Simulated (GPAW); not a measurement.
Runs of GPAW 26.7.0 on TaN. It takes space group P-6m2 (No. 187, hexagonal). Conventional cell: a = 2.938 Å, b = 2.938 Å, c = 2.883 Å, α = 90.00°, β = 90.00°, γ = 120.00°. Ta (site symmetry -6m2) has 6 N at 2.23 Å as nearest neighbours. Around N (site symmetry -6m2) lie 6 Ta at 2.23 Å. 

```csv
task,level,potentials or basis,cell,k mesh,cutoff (eV),smearing,maxiter,convergence,optimizer,fmax,max steps,gap on the mesh (eV),pressure (GPa),V0 of scaled cells (Å³/atom),relaxed volume (Å³/atom),B0 (GPa)
single point,r2SCAN,"GPAW PAW data sets (gpaw-data 1.2.1), pw",as given,8 × 8 × 7,600,fermi-dirac 0.05 eV,120,default,-,-,-,none,-5.6,-,-,-
relaxation of cell and atoms,PBEsol,"PAW data sets generated in the run's folder for this functional, pw",relaxed,9 × 9 × 8,800,fermi-dirac 0.05 eV,150,density=1e-05 forces=0.0001,BFGS,0.02 eV/Å,60,none,0.0,-,10.62,-
relaxation of cell and atoms,PBEsol+D3(BJ),"PAW data sets generated in the run's folder for this functional, pw",relaxed,9 × 9 × 8,800,fermi-dirac 0.05 eV,150,density=1e-05 forces=0.0001,BFGS,0.02 eV/Å,60,none,-0.1,-,(c),-
equation of state,LDA,"the program's PAW data sets (release 1.2.1) made for this functional, pw",as given,8 × 8 × 7,800,fermi-dirac 0.05 eV,150,-,-,-,-,-,-,(a),-,382
single point,PBEsol,"PAW data sets generated in the run's folder for this functional, pw",as given,10 × 10 × 9,800,fermi-dirac 0.05 eV,150,-,-,-,-,none,-5.0,-,-,-
single point,PBEsol,"PAW data sets generated in the run's folder for this functional, pw",as given,10 × 10 × 9,800,gaussian 0.05 eV,150,-,-,-,-,none,-5.0,-,-,-
band structure,LDA,"the program's PAW data sets (release 1.2.1) made for this functional, pw",as given,8 × 8 × 7,800,fermi-dirac 0.05 eV,150,-,-,-,-,-,-13.0,-,-,-
band structure,PBEsol,"PAW data sets generated in the run's folder for this functional, pw",as given,8 × 8 × 7,800,fermi-dirac 0.05 eV,150,-,-,-,-,-,-5.0,-,-,-
relaxation of cell and atoms,PBEsol+D3,"PAW data sets generated in the run's folder for this functional, pw",relaxed,9 × 9 × 8,800,fermi-dirac 0.05 eV,150,density=1e-05 forces=0.0001,BFGS,0.02 eV/Å,60,none,0.0,-,10.50,-
equation of state,PBEsol,"PAW data sets generated in the run's folder for this functional, pw",as given,10 × 10 × 9,800,fermi-dirac 0.05 eV,150,-,-,-,-,-,-,(b),-,363
single point,LDA,"the program's PAW data sets (release 1.2.1) made for this functional, pw",as given,10 × 10 × 9,800,gaussian 0.02 eV,150,-,-,-,-,none,-13.0,-,-,-
relaxation of cell and atoms,BLYP+D4,"PAW data sets generated in the run's folder for this functional, pw",relaxed,10 × 10 × 9,800,gaussian 0.1 eV,150,density=1e-05 forces=0.0001,FIRE,0.05 eV/Å,40,none,0.3,-,10.89,-
```

Alike in all rows: no spin polarisation.

Q: Estimate the missing entries.

A: (a) 10.41; (b) 10.64; (c) 10.42.

Caveats: later steps reuse the first step's grids (some runs); pairwise dispersion overbinds metals, which lowers pressure and volume (some runs); the cell was scaled at fixed shape and fractional positions, which overstates the stiffness of a crystal with free parameters, most of all of layers and chains (some runs); the cutoff is short for stress and forces, so pressures can be off by a GPa or more (some runs); the PAW data sets were made with another functional, which shifts forces and pressure a little (some runs).

A k mesh can miss the band edges, and the runs leave out spin-orbit coupling on Ta.

A gap of «none» marks a metal or a gap under the smearing width.

Not every run made on this cell is shown here.
